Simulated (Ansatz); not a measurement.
`FC(F)(F)[SiH2]Cl` + `F[SiH](F)S` → `F[SiH](F)S[SiH2]Cl` + trifluoromethane at 500 K and 1 bar (ligand exchange at the Si–C bond).

Calculated with Ansatz (gas phase, PBE0-D4/def2-TZVP geometries, no zero-point term in ΔE). CCSD(T)/CBS is the MP2 limit (def2-TZVPP, def2-QZVPP) plus CCSD(T) − MP2 in def2-TZVPP, frozen cores. This one scheme is used for every species. One conformer a species, not always the lowest.

```tsv
species	CCSD(T)/CBS energy (Eh)	H − E (kJ/mol)	S (J/(mol·K))
`FC(F)(F)[SiH2]Cl`	-1087.52884	131.6	416.9
`F[SiH](F)S`	-887.80771	99.2	360.5
`F[SiH](F)S[SiH2]Cl`	-1637.34667	150.2	473.4
`FC(F)F`	-338.02896	90.5	290.1
```

H − E and S are ideal-gas, rigid-rotor, harmonic terms from PBE0-D4/def2-TZVP, for one conformer and one mirror image of each species. 1 Eh = 2625.50 kJ/mol, R = 8.31446 J/(mol·K).

Q: By hand: ΔE, ΔH, ΔS and ΔG.

A: ΔE = (-1637.34667) + (-338.02896) − (-1087.52884) − (-887.80771) = -0.03908 Eh = -102.6 kJ/mol. Δ(H − E) = 150.2 + 90.5 − 131.6 − 99.2 = 9.9, so ΔH = -92.7 kJ/mol. ΔS = 473.4 + 290.1 − 416.9 − 360.5 = -13.9 J/(mol·K). ΔG = -92.7 − 500 × (-13.9)/1000 = -85.8 kJ/mol.

Q: By hand: the equilibrium constant, and the temperature at which ΔG would vanish if ΔH and ΔS stayed fixed.

A: log₁₀ K = −ΔG/(RT ln 10) = 9.0. ΔG = 0 at ΔH/ΔS = 6669 K, far beyond where these terms or the molecules hold.

The number of gas molecules stays the same, so ΔS is small and ΔH decides. A doubt of 5 kJ/mol in ΔE shifts log₁₀ K by 0.5 here. Other conformers and mirror images would add mixing entropy, several J/(mol·K) or more a flexible species. Modes under 60 cm⁻¹, often nearly free rotors, make the harmonic entropy too high. These are equilibria of isolated gas molecules and say nothing of rates. Largest T1 diagnostic: 0.012 (customary marks: 0.02 for closed shells, 0.045 for open ones).
